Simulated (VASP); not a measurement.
# Sn (I4_1/amd) in VASP: a series of runs

The runs below take Sn through relaxation of cell and atoms, with PBEsol, LDA, PBE, PBE+D3(BJ).

Everything below comes from runs of VASP 6.6.1. Logs are shortened: lines on timing, memory, paths and dates and some standing lists are left out, and cuts for length are marked.

## (1) The structure

The structure is tetragonal, space group I4_1/amd (No. 141). Conventional cell: a = 5.832 Å, b = 5.832 Å, c = 3.182 Å, α = 90.00°, β = 90.00°, γ = 90.00°. Sn (site symmetry -4m2) has 6 Sn at 3.02 to 3.18 Å as nearest neighbours.

## (2) Relaxation of cell and atoms, PBEsol

The input, INCAR:

```
SYSTEM = Sn
ALGO = Normal
EDIFF = 1E-7
EDIFFG = -0.005
ENCUT = 600
GGA = PS
IBRION = 2
ISIF = 3
ISMEAR = 0
LASPH = .True.
LCHARG = .False.
LREAL = .False.
LWAVE = .False.
NELM = 100
NSW = 90
PREC = Accurate
SIGMA = 0.1
```

The input, KPOINTS:

```
k-points
0
Gamma
  16 16 16
  0 0 0
```

The input, POSCAR:

```
Sn
1.0
   -2.9161500000      2.9161500000      1.5911500000
    2.9161500000     -2.9161500000      1.5911500000
    2.9161500000      2.9161500000     -1.5911500000
Sn
2
Direct
    0.0000000000      0.0000000000      0.0000000000
    0.7500000000      0.2500000000      0.5000000000
```

Potentials or basis: VASP PAW PBE potentials, release 64 (Sn_d).

Launch:

```bash
> cat potpaw_PBE.64/Sn_d/POTCAR > POTCAR
> mpirun -np 1 vasp_std > vasp.out
```

OUTCAR:

```text
SYSTEM = Sn
   EDIFF = 1E-7
   EDIFFG = -0.005
   ENCUT = 600
   GGA = PS
   IBRION = 2
   ISIF = 3
   ISMEAR = 0
   LASPH = .True.
   LREAL = .False.
   NELM = 100
   NSW = 90
   PREC = Accurate

 ion  position               nearest neighbor table
   1  0.000  0.000  0.000-   2 3.02   2 3.02   2 3.02   2 3.02
   2  0.750  0.250  0.500-   1 3.02   1 3.02   1 3.02   1 3.02

  LATTYP: Found a body centered tetragonal cell.
 ALAT       =     5.8323000000
 C/A-ratio  =     0.5456337980

  Lattice vectors:

 A1 = (  -2.9161500000,   2.9161500000,   1.5911500000)
 A2 = (   2.9161500000,  -2.9161500000,   1.5911500000)
 A3 = (   2.9161500000,   2.9161500000,  -1.5911500000)

Analysis of symmetry for initial positions (statically):
=====================================================================
 Subroutine PRICEL returns:
 Original cell was already a primitive cell.

 Routine SETGRP: Setting up the symmetry group for a
 body centered tetragonal supercell.

 Subroutine GETGRP returns: Found 16 space group operations
 (whereof  8 operations were pure point group operations)
 out of a pool of 16 trial point group operations.

The static configuration has the point symmetry D_2d.
 The point group associated with its full space group is D_4h.

Analysis of symmetry for dynamics (positions and initial velocities):
=====================================================================
 Subroutine PRICEL returns:
 Original cell was already a primitive cell.

 Routine SETGRP: Setting up the symmetry group for a
 body centered tetragonal supercell.

 Subroutine GETGRP returns: Found 16 space group operations
 (whereof  8 operations were pure point group operations)
 out of a pool of 16 trial point group operations.

The dynamic configuration has the point symmetry D_2d.
 The point group associated with its full space group is D_4h.

 Subroutine INISYM returns: Found 16 space group operations
 (whereof  8 operations are pure point group operations),
 and found     1 'primitive' translations

----------------------------------------------------------------------------------------

                                     Primitive cell

  volume of cell :      54.1241

  direct lattice vectors                    reciprocal lattice vectors
    -2.916150000  2.916150000  1.591150000     0.000000000  0.171458944  0.314238130
     2.916150000 -2.916150000  1.591150000     0.171458944  0.000000000  0.314238130
[... 96 lines left out ...]
   NELECT =      28.0000    total number of electrons
   NUPDOWN=      -1.0000    fix difference up-down
   EMIN   =  10.00;   EMAX   =-10.00  energy-range for DOS
   EFERMI =   0.00;   METHOD = LEGACY
   ISMEAR =     0;   SIGMA  =   0.10  broadening in eV -4-tet -1-fermi 0-gaus
   EFERMI_NEDOS =   21; number of points for ismear=-14 and -15
   IALGO  =     38    algorithm
   IMIX   =      4    mixing-type and parameters
     AMIX     =   0.40;   BMIX     =  1.00
     AMIX_MAG =   1.60;   BMIX_MAG =  1.00
  volume/ion in A,a.u.               =      27.06       182.62
  Fermi-wavevector in a.u.,A,eV,Ry     =   1.314207  2.483492 23.499180  1.727141
  Thomas-Fermi vector in A             =   2.444476
   LORBIT       =      0    0 simple, 1 ext, 2 COOP (PROOUT), +10 PAW based schemes
   GGA     = PS    functional components
   LHFCALC =     F    Hartree Fock is set to
   AEXX    =    0.0000 exact exchange contribution
   IVDW    =     0    specifies the selected vdW correction
   LEPSILON=     F    determine dielectric tensor
   LRPA    =     F    only Hartree local field effects (RPA)
 conjugate gradient relaxation of ions
 non-spin polarized calculation
 Gauss-broadening in eV      SIGMA  =   0.10
  energy-cutoff  :      600.00
  volume of cell :       54.12
 maximum number of plane-waves:      1830
   NGX = 17   NGY = 17   NGZ = 17

--------------------------------------- Ionic step        1  -------------------------------------------

 number of electron      28.0000002 magnetization

 Free energy of the ion-electron system (eV)
  ---------------------------------------------------
  ext. energy  EPLUGINS =         0.00000000
  ---------------------------------------------------
  free energy    TOTEN  =        -8.52427379 eV

  energy without entropy =       -8.51979931  energy(sigma->0) =       -8.52203655

------------------------ aborting loop because EDIFF is reached ----------------------------------------

  FORCE on cell =-STRESS in cart. coord.  units (eV):
  Direction    XX          YY          ZZ          XY          YZ          ZX
  --------------------------------------------------------------------------------------
  -------------------------------------------------------------------------------------
  Total       -0.0368836     -0.0368836     -0.3130092      0.0000000      0.0000000      0.0000000
  in kB       -1.0918255     -1.0918255     -9.2656693      0.0000000      0.0000000      0.0000000
  external PRESSURE =      -3.8164401 kB  Pullay stress =       0.0000000 kB
[... 95 lines left out ...]
--------------------------------------- Ionic step        4  -------------------------------------------

 number of electron      28.0000002 magnetization

 Free energy of the ion-electron system (eV)
  ---------------------------------------------------
  ext. energy  EPLUGINS =         0.00000000
  ---------------------------------------------------
  free energy    TOTEN  =        -8.52577546 eV

  energy without entropy =       -8.52118391  energy(sigma->0) =       -8.52347969

 E-fermi :   7.9463     XC(G=0): -10.5000

 val. band max:        7.9421795671   @ k =   0.1875   0.0625   0.0000
 cond. band min:       7.9694436552   @ k =   0.4375   0.3750   0.0000
 fundamental gap:      0.0272640881
 Fermi energy:         7.9463225651

 k-point     1 :       0.0000    0.0000    0.0000
  band No.  band energies     occupation
      1     -13.6199      2.00000
      2     -13.5423      2.00000
      3     -13.4912      2.00000
      4     -13.4868      2.00000
      5     -13.3192      2.00000
      6     -13.3192      2.00000
[... 481 lines left out ...]
      5     -13.3207      2.00000
      6     -13.3174      2.00000
[... 10 lines left out ...]
     17      13.9128      0.00000
     18      15.0375      0.00000

 [... further k-points ...]

------------------------ aborting loop because EDIFF is reached ----------------------------------------

  FORCE on cell =-STRESS in cart. coord.  units (eV):
  Direction    XX          YY          ZZ          XY          YZ          ZX
  --------------------------------------------------------------------------------------
  -------------------------------------------------------------------------------------
  Total        0.0096550      0.0096550      0.0056753      0.0000000      0.0000000      0.0000000
  in kB        0.2879656      0.2879656      0.1692678      0.0000000      0.0000000      0.0000000
  external PRESSURE =       0.2483997 kB  Pullay stress =       0.0000000 kB
[... 17 lines left out ...]
  FREE ENERGIE OF THE ION-ELECTRON SYSTEM (eV)
  ---------------------------------------------------
  free  energy   TOTEN  =        -8.5257754619 eV

  energy  without entropy=       -8.5211839118  energy(sigma->0) =       -8.52347969

 reached required accuracy - stopping structural energy minimisation
```

Run time: 7.3 min. Hardware: 1 thread of Intel Xeon 6975P-C (Granite Rapids), shared host; peak memory 0.48 GiB.

Results:

- Free energy: -8.5258 eV
- Relaxed volume: 26.86 Å³/atom
- Relaxed cell: a = 4.419 Å, b = 4.419 Å, c = 4.419 Å, α = 97.30°, β = 97.30°, γ = 138.22°
- Space group after relaxing (to 0.05 Å): I4_1/amd (No. 141)
- Energy gained by relaxing: 0.8 meV/atom
- Ionic steps: 4
- Pressure after relaxing: 0.0 GPa
- Band gap on the k mesh: none (metal or under the smearing width)

The path:
```
step  energy change (eV)  largest force (eV/Å)  pressure (GPa)  volume (Å³)
   1              0.0000                0.0000           -0.38        54.12
   2             -0.0013                0.0000            0.13        53.62
   3             -0.0013                0.0000            0.16        53.59
   4             -0.0015                0.0000            0.02        53.72
```

Final structure:
```
CELL_PARAMETERS angstrom
-2.91935 2.91935 1.57576
2.91935 -2.91935 1.57576
2.91935 2.91935 -1.57576
ATOMIC_POSITIONS crystal
Sn 0.00000 0.00000 0.00000
Sn 0.75000 0.25000 0.50000
```

Levels at points of the mesh, in eV from the Fermi level:
| k point | band 11 | band 12 | band 13 | band 14 | band 15 | band 16 | band 17 | band 18 |
| --- | --- | --- | --- | --- | --- | --- | --- | --- |
| (0.00, 0.00, 0.00) | -11.23 | -3.73 | -2.05 | -2.05 | 2.90 | 6.18 | 6.18 | 7.04 |
| (0.50, 0.00, 0.00) | -6.90 | -5.42 | -2.34 | -1.77 | -1.13 | 2.23 | 2.85 | 4.70 |
| (0.50, 0.50, 0.00) | -8.99 | -8.99 | 0.54 | 0.54 | 1.50 | 1.50 | 6.19 | 6.19 |
| (0.50, 0.50, 0.50) | -7.64 | -7.64 | -4.89 | -4.89 | 5.23 | 5.23 | 9.34 | 9.34 |

Caveat: the PAW data sets were made with another functional, which shifts forces and pressure a little.

## (3) Relaxation of cell and atoms, LDA

INCAR, as its differences from that of step 2:

```diff
@@ -5,3 +5,2 @@
 ENCUT = 600
-GGA = PS
 IBRION = 2
```

KPOINTS is that of step 2.

POSCAR is that of step 2.

Potentials or basis: VASP PAW LDA potentials, release 64 (Sn_d).

Launch:

```bash
> cat potpaw_LDA.64/Sn_d/POTCAR > POTCAR
> mpirun -np 1 vasp_std > vasp.out
```

It took 11 min on 1 thread of Intel Xeon 6975P-C (Granite Rapids), shared host; peak memory 0.46 GiB.

The run converged. Its results:

```
Free energy                            : -8.9846 eV
Relaxed volume                         : 26.19 Å³/atom
Relaxed cell                           : a = 4.383 Å, b = 4.383 Å, c = 4.383 Å, α = 97.30°, β = 97.30°, γ = 138.24°
Space group after relaxing (to 0.05 Å) : I4_1/amd (No. 141)
Energy gained by relaxing              : 5.5 meV/atom
Ionic steps                            : 6
Pressure after relaxing                : 0.0 GPa
Band gap on the k mesh                 : none (metal or under the smearing width)
```

The path:
| step | energy change (eV) | largest force (eV/Å) | pressure (GPa) | volume (Å³) |
| --- | --- | --- | --- | --- |
| 1 | 0.0000 | 0.0000 | -1.81 | 54.12 |
| 2 | -0.0094 | 0.0000 | 0.76 | 51.76 |
| 3 | -0.0107 | 0.0000 | 0.05 | 52.35 |
| 4 | -0.0110 | 0.0000 | 0.04 | 52.37 |
| 5 | -0.0111 | 0.0000 | 0.02 | 52.38 |
| 6 | -0.0111 | 0.0000 | 0.01 | 52.38 |

Final structure:
```cif
data_structure
_symmetry_space_group_name_H-M 'P 1'
_symmetry_Int_Tables_number 1
_cell_length_a 4.3825
_cell_length_b 4.3825
_cell_length_c 4.3825
_cell_angle_alpha 97.298
_cell_angle_beta 97.298
_cell_angle_gamma 138.239
_cell_volume 52.38
loop_
_atom_site_label
_atom_site_type_symbol
_atom_site_fract_x
_atom_site_fract_y
_atom_site_fract_z
_atom_site_occupancy
Sn1 Sn 0.00000 0.00000 0.00000 1
Sn2 Sn 0.75000 0.25000 0.50000 1
```

Levels at points of the mesh, in eV from the Fermi level:
| k point | band 11 | band 12 | band 13 | band 14 | band 15 | band 16 | band 17 | band 18 |
| --- | --- | --- | --- | --- | --- | --- | --- | --- |
| (0.00, 0.00, 0.00) | -11.43 | -3.73 | -2.11 | -2.11 | 2.98 | 6.25 | 6.25 | 7.16 |
| (0.50, 0.00, 0.00) | -6.99 | -5.51 | -2.35 | -1.82 | -1.16 | 2.29 | 2.88 | 4.81 |
| (0.50, 0.50, 0.00) | -9.14 | -9.14 | 0.54 | 0.54 | 1.55 | 1.55 | 6.27 | 6.27 |
| (0.50, 0.50, 0.50) | -7.74 | -7.74 | -5.00 | -5.00 | 5.32 | 5.32 | 9.48 | 9.48 |

LDA usually gives volumes a few per cent too small. Zero-point motion and thermal expansion aren't in these numbers.

## (4) Relaxation of cell and atoms, PBE

INCAR, as its differences from that of step 3:

```diff
@@ -5,2 +5,3 @@
 ENCUT = 600
+GGA = PE
 IBRION = 2
```

KPOINTS is that of step 3.

POSCAR is that of step 3.

Potentials or basis: VASP PAW PBE potentials, release 64 (Sn_d).

Launch:

```bash
> cat potpaw_PBE.64/Sn_d/POTCAR > POTCAR
> mpirun -np 1 vasp_std > vasp.out
```

Wall time 12 min (1 thread of Intel Xeon 6975P-C (Granite Rapids), shared host); peak memory 0.49 GiB.

It converged, with:

- Free energy: -7.6158 eV
- Relaxed volume: 28.38 Å³/atom
- Relaxed cell: a = 4.500 Å, b = 4.500 Å, c = 4.500 Å, α = 97.31°, β = 97.31°, γ = 138.19°
- Space group after relaxing (to 0.05 Å): I4_1/amd (No. 141)
- Energy gained by relaxing: 10.7 meV/atom
- Ionic steps: 7
- Pressure after relaxing: 0.0 GPa
- Band gap on the k mesh: none (metal or under the smearing width)

The path:
| step | energy change (eV) | largest force (eV/Å) | pressure (GPa) | volume (Å³) |
| --- | --- | --- | --- | --- |
| 1 | 0.0000 | 0.0000 | 2.56 | 54.12 |
| 2 | -0.0197 | 0.0000 | -0.64 | 57.59 |
| 3 | -0.0213 | 0.0000 | -0.02 | 56.82 |
| 4 | -0.0212 | 0.0000 | -0.07 | 56.88 |
| 5 | -0.0214 | 0.0000 | -0.05 | 56.86 |
| 6 | -0.0214 | 0.0000 | -0.05 | 56.84 |
| 7 | -0.0214 | 0.0000 | 0.02 | 56.77 |

Final structure:
```cif
data_structure
_symmetry_space_group_name_H-M 'P 1'
_symmetry_Int_Tables_number 1
_cell_length_a 4.5004
_cell_length_b 4.5004
_cell_length_c 4.5004
_cell_angle_alpha 97.315
_cell_angle_beta 97.315
_cell_angle_gamma 138.190
_cell_volume 56.77
loop_
_atom_site_label
_atom_site_type_symbol
_atom_site_fract_x
_atom_site_fract_y
_atom_site_fract_z
_atom_site_occupancy
Sn1 Sn 0.00000 0.00000 0.00000 1
Sn2 Sn 0.75000 0.25000 0.50000 1
```

Levels at points of the mesh, in eV from the Fermi level:
```
           k point  band 10  band 11  band 12  band 13  band 14  band 15  band 16  band 17  band 18
(0.00, 0.00, 0.00)   -21.17   -10.81    -3.85    -1.90    -1.90     3.01     5.93     5.93     6.66
(0.50, 0.00, 0.00)   -21.23    -6.79    -5.24    -2.36    -1.64    -1.03     2.29     2.73     4.45
(0.50, 0.50, 0.00)   -21.28    -8.68    -8.68     0.55     0.55     1.43     1.43     5.95     5.95
(0.50, 0.50, 0.50)   -21.34    -7.48    -7.48    -4.57    -4.57     5.03     5.03     8.84     8.84
```

PBE usually gives volumes a little too large and moduli too small. Zero-point motion and thermal expansion aren't in these numbers.

[end of part 1 of 2]
